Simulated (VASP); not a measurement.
Runs of VASP 6.6.1 on CoO. Symmetry: Fm-3m, No. 225, cubic system. The conventional cell has a = 4.263 Å, b = 4.263 Å, c = 4.263 Å, α = 90.00°, β = 90.00°, γ = 90.00°. Co (site symmetry m-3m) is surrounded by 6 O at 2.13 Å. O (site symmetry m-3m) has 6 Co at 2.13 Å as nearest neighbours. 

```tsv
task	level	cell	k mesh	cutoff (eV)	smearing	ladder	gap on the mesh (eV)	pressure (GPa)	moment (μB)	relaxed volume (Å³/atom)
relaxation of cell and atoms	SCAN	relaxed	8 × 8 × 8	600	fermi-dirac 0.05 eV	-	none	-0.1	2.94	(b)
phonons	PBE	relaxed	8 × 8 × 8	600	gaussian 0.02 eV	-	-	-	2.83	-
single point	PBE	as given	11 × 11 × 11	500	gaussian 0.05 eV	-	none	-2.5	2.92	-
single point	PBEsol	as given	11 × 11 × 11	520	fermi-dirac 0.05 eV	free	none	(a)	2.94	-
relaxation of cell and atoms	SCAN+D3(BJ)	relaxed	8 × 8 × 8	600	fermi-dirac 0.05 eV	-	none	0.0	2.92	9.20
```

Alike in all rows: potentials or basis VASP PAW PBE potentials, release 64 (Co, O); spin collinear, ferromagnetic start.

Question: Fill in the values left out.

Answer: (a) -11.3; (b) 9.27.

Caveats: a cell with one magnetic atom can't hold antiferromagnetic order, which such compounds often take; semilocal functionals often make such compounds metallic where correlation or magnetic order opens a gap, which also shifts bond lengths (some runs); the PAW data sets were made with another functional, which shifts forces and pressure a little (some runs); pairwise dispersion overbinds metals, which lowers pressure and volume (some runs).

A k mesh can miss the band edges.

A gap of «none» marks a metal or a gap under the smearing width.

Not every run made on this cell is shown here.
